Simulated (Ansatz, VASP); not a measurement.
Pd: VASP beside Ansatz

File INCAR:

```
SYSTEM = Pd
ALGO = Normal
EDIFF = 1E-7
ENCUT = 520
GGA = PE
ISIF = 2
ISMEAR = 0
LASPH = .TRUE.
LCHARG = .FALSE.
LREAL = .FALSE.
LWAVE = .FALSE.
NBANDS = 11
NELM = 60
PREC = Accurate
SIGMA = 0.05
```

The input KPOINTS:

```
k-points
0
G
  8 8 8
  0 0 0
```

Contents of POSCAR:

```
Pd
1.0
    0.0000000000      1.9807844559      1.9807844559
    1.9807844559      0.0000000000      1.9807844559
    1.9807844559      1.9807844559      0.0000000000
Pd
1
Direct
    0.0000000000      0.0000000000      0.0000000000
```

Input for Ansatz:

```yaml
crystal:
  lattice:
    - [0.0, 1.9807844559, 1.9807844559]
    - [1.9807844559, 0.0, 1.9807844559]
    - [1.9807844559, 1.9807844559, 0.0]
  atoms:
    - { symbol: Pd, position: [0.0, 0.0, 0.0] }
basis:
  ecutwfc: 420
  ecutrho_ratio: 4
kpoints:
  mp_grid: { grid: [8, 8, 8] }
hamiltonian:
  xc: pbe
scf:
  occupations: { method: gaussian, width: 0.05 }
output:
  forces: true
  stress: true
  eigenvalues: true
```

Alike in both runs: task single point; functional PBE; k mesh 8 × 8 × 8; occupations gaussian, width 0.05 eV; no spin polarisation.

|  | VASP | Ansatz |
| --- | --- | --- |
| version | VASP 6.6.1 | Ansatz 0.2.0 |
| potentials or method | VASP PAW PBE potentials, release 64 (Pd) | scalar-relativistic, plane waves, PAW |
| plane-wave cutoff (eV) | 520 | 420 |
| valence electrons in the cell | 10 | 18 |

Ansatz gave:

```
pressure (GPa) : -1.6
```

Question: Estimate VASP's values.

Answer: Pressure (GPa): -1.9.

With one functional, cell and mesh, what is left measures potentials, basis and numerics. The two sets of potentials don't hold the same shells in valence.
